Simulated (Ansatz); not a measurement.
Theory: DFT PBE, scalar-relativistic, plane waves, PAW in Ansatz. All cells share a 420 eV cutoff and Γ-centred k meshes spaced at most about 0.3 Å⁻¹ (about 0.25 or finer for metals, 2π included). No spin polarisation.

Each guess is relaxed in cell and atoms at zero pressure, on a coarse mesh first where it starts far from rest and then on a converged one. The steps can't lower the symmetry of the start, but it can rise. Energies are static (0 K, no zero-point motion).

Two unrelaxed guesses for In₅Sb₃As₂:

A.

```yaml
crystal:
  lattice:
    - [6.71577, 0.00000, 0.00000]
    - [0.00000, 5.72163, 0.00000]
    - [-0.27176, 0.00000, 6.91125]
  atoms:
    - { symbol: In, position: [0.00000, 0.00000, 0.00000] }
    - { symbol: In, position: [0.40000, 0.00000, 0.20000] }
    - { symbol: In, position: [0.80000, 0.00000, 0.40000] }
    - { symbol: In, position: [0.20000, 0.00000, 0.60000] }
    - { symbol: In, position: [0.60000, 0.00000, 0.80000] }
    - { symbol: Sb, position: [0.25000, 0.50000, 0.50000] }
    - { symbol: Sb, position: [0.65000, 0.50000, 0.70000] }
    - { symbol: Sb, position: [0.45000, 0.50000, 0.10000] }
    - { symbol: As, position: [0.85000, 0.50000, 0.30000] }
    - { symbol: As, position: [0.05000, 0.50000, 0.90000] }
```

B.

```yaml
crystal:
  lattice:
    - [2.97284, 0.00000, 0.00000]
    - [0.00000, 5.72163, 0.00000]
    - [0.00000, 0.00000, 15.61277]
  atoms:
    - { symbol: In, position: [0.00000, 0.00000, 0.00000] }
    - { symbol: In, position: [0.00000, 0.00000, 0.20000] }
    - { symbol: In, position: [0.00000, 0.00000, 0.40000] }
    - { symbol: In, position: [0.00000, 0.00000, 0.60000] }
    - { symbol: In, position: [0.00000, 0.00000, 0.80000] }
    - { symbol: Sb, position: [0.00000, 0.50000, 0.15000] }
    - { symbol: Sb, position: [0.00000, 0.50000, 0.35000] }
    - { symbol: Sb, position: [0.00000, 0.50000, 0.95000] }
    - { symbol: As, position: [0.00000, 0.50000, 0.55000] }
    - { symbol: As, position: [0.00000, 0.50000, 0.75000] }
```

Question: Do they relax into the same structure? If not, which is lower?

Answer: No. A ends lower, by 20 meV/atom. A: Pm at 26.6 Å³/atom → P2/m at 27.0 Å³/atom; B: Pmm2 at 26.6 Å³/atom → Pmmm at 27.3 Å³/atom. Counting In or Sb atoms around As (for each partner element, those within 1.25 times its shortest distance or 1.15 times the sum of covalent radii, where it is the nearest in units of that sum or under 1.3), the end of A has As 7 and the end of B has As 4. The end of B holds Sb–Sb chains (shortest 3.00 Å) and As–As pairs (shortest 2.56 Å); in the end of A the shortest Sb–Sb distance is 3.14 Å, near bonding range too and the shortest As–As distance is 3.80 Å. End of A. Conventional cell: a = 6.610 Å, b = 5.574 Å, c = 7.335 Å, β = 92.3°. In on a site of symmetry 2/m is surrounded by 4 In at 2.97–3.14 Å and 4 As at 3.37 Å; Sb on a site of symmetry m has 2 As at 2.87–2.94 Å, 1 Sb at 3.14 Å, 4 In at 3.23–3.27 Å and 1 Sb at 3.40 Å; around As lie 3 Sb at 2.87–2.94 Å, 2 In at 3.05 Å and 2 In at 3.37 Å; 3 more sites not described. End of B. Conventional cell: a = 2.997 Å, b = 5.593 Å, c = 16.272 Å. In on a site of symmetry mm2 has 2 In at 3.00 Å, 4 Sb at 3.20–3.25 Å and 2 In at 3.31–3.33 Å; Sb on a site of symmetry mmm has 2 Sb at 3.00 Å, 2 Sb at 3.22 Å and 4 In at 3.25 Å; As has 1 As at 2.56 Å, 2 As at 3.00 Å, 2 In at 3.08 Å, 2 In at 3.36 Å and 1 Sb at 3.64 Å; 3 more sites not described.

Ends held by symmetry can be saddle points. Even the lowest of the cells shown lies +0.09 eV/atom against the elements. The k mesh leaves some 4 meV/atom of noise in the energy of each metallic cell. Spin–orbit coupling, which can matter for Sb, is left out. Some types were kept out of the candidates beforehand, so the set may lack a known form.
